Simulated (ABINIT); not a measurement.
Input of an ABINIT 10.8.3 (patched build) run:

Contents of run.abi:

```
# Datasets: ground state, then fixed potential
ndtset 2

# Pseudopotentials
pp_dirpath "./"
pseudos "Sb.GGA_PBE-JTH.xml"

# Structure
acell 3*1.0
rprim
    -3.5363217609     3.5363217609     3.5363217609
     3.5363217609    -3.5363217609     3.5363217609
     3.5363217609     3.5363217609    -3.5363217609
ntypat 1
znucl 51
natom 1
typat 1
xred
     0.0000000000     0.0000000000     0.0000000000

# Plane-wave basis
ecut 517.016339 eV
pawecutdg 38.0

# Exchange and correlation
ixc -263267
usekden 1
pawxcdev 0

# Bands and occupations
occopt 3
tsmear 0.05 eV

# SCF cycle
nstep 100

# Output
iomode 3
prtwf 0
prteig 0
prtebands 0
enunit 1
prtden1 1
prtkden1 1
prtvha1 1
prtvclmb1 1
prtpot1 1

# Dataset 1
kptopt1 1
ngkpt1 10 10 10
nshiftk1 1
shiftk1 0.0 0.0 0.0
nband1 12
tolvrs1 1.0e-7

# Dataset 2: bands along G-H-N-G-P-H
iscf2 -2
getden2 1
getkden2 1
nband2 18
nbdbuf2 4
tolwfr2 1.0e-11
kptopt2 -5
ndivsm2 5
prteig2 1
prtvol2 -3
kptbounds2
     0.0000000000     0.0000000000     0.0000000000
     0.5000000000    -0.5000000000     0.5000000000
     0.0000000000     0.0000000000     0.5000000000
     0.0000000000     0.0000000000     0.0000000000
     0.2500000000     0.2500000000     0.2500000000
     0.5000000000    -0.5000000000     0.5000000000
```

Potentials or basis: JTH PAW PBE v2.0.

Run with:

```console
$ abinit run.abi > log 2>&1
```

**Question.** What does it give for the band gap on the k mesh?

**Answer.** None (metal or under the smearing width).

**Question.** What does it give for the pressure?

**Answer.** 0.6 GPa.

Levels at the corners of the path, in eV from the Fermi level:
```tsv
point	band 4	band 5	band 6	band 7	band 8	band 9	band 10	band 11
Γ	-29.88	-29.88	-13.68	5.90	5.90	5.90	12.02	12.02
H	-29.84	-29.84	-5.68	-2.18	-2.18	-2.18	3.28	3.28
N	-29.89	-29.83	-9.25	-6.02	1.79	4.05	7.11	7.59
Γ	-29.88	-29.88	-13.68	5.90	5.90	5.90	12.02	12.02
P	-29.89	-29.89	-8.16	-2.97	-2.97	-2.97	17.09	17.09
H	-29.84	-29.84	-5.68	-2.18	-2.18	-2.18	3.28	3.28
```

Caveat: the PAW data sets were made with another functional, which shifts forces and pressure a little; spin-orbit coupling is left out, which moves the levels of the heavy elements.
